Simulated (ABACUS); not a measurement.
The system is Ir.

```
CELL_PARAMETERS angstrom
0.00000 1.91560 1.91560
1.91560 0.00000 1.91560
1.91560 1.91560 0.00000
ATOMIC_POSITIONS crystal
Ir 0.00000 0.00000 0.00000
```

| Item | Value |
| --- | --- |
| Program | ABACUS 3.10.1 |
| Task | relaxation of cell and atoms |
| Functional | PW91 |
| Potentials or basis | PseudoDojo NC SR 0.4.1 PBE standard |
| Cutoff | 925 eV |
| Density cutoff | 3701 eV |
| Basis | plane waves |
| k mesh | 10 × 10 × 10 |
| Occupations | fermi-dirac, width 0.05 eV |
| Spin | no spin polarisation |

At the start: pressure 12.2 GPa; volume 14.06 Å³/atom.

Question: Where does the relaxation end?

Answer: Over 6 steps the energy falls by 17.0 meV/atom and the volume is 14.52 Å³/atom (+3.3 %); space group Fm-3m (No. 225, to 0.05 Å).

The path:
| step | energy change (eV) | largest force (eV/Å) | pressure (GPa) | volume (Å³) |
| --- | --- | --- | --- | --- |
| 1 | 0.0000 | 0.0000 | 12.20 | 14.06 |
| 2 | 0.1983 | 0.0000 | -31.72 | 16.44 |
| 3 | -0.0169 | 0.0000 | -0.64 | 14.55 |
| 4 | -0.0169 | 0.0000 | -0.69 | 14.55 |
| 5 | -0.0164 | 0.0000 | 2.14 | 14.43 |
| 6 | -0.0170 | 0.0000 | -0.03 | 14.52 |

Final structure:
```
Ir
1.0
     0.00000    1.93631    1.93631
     1.93631    0.00000    1.93631
     1.93631    1.93631    0.00000
Ir
1
Direct
  0.00000 0.00000 0.00000
```

Caveat: the potentials were made for another functional, which shifts forces and pressure.
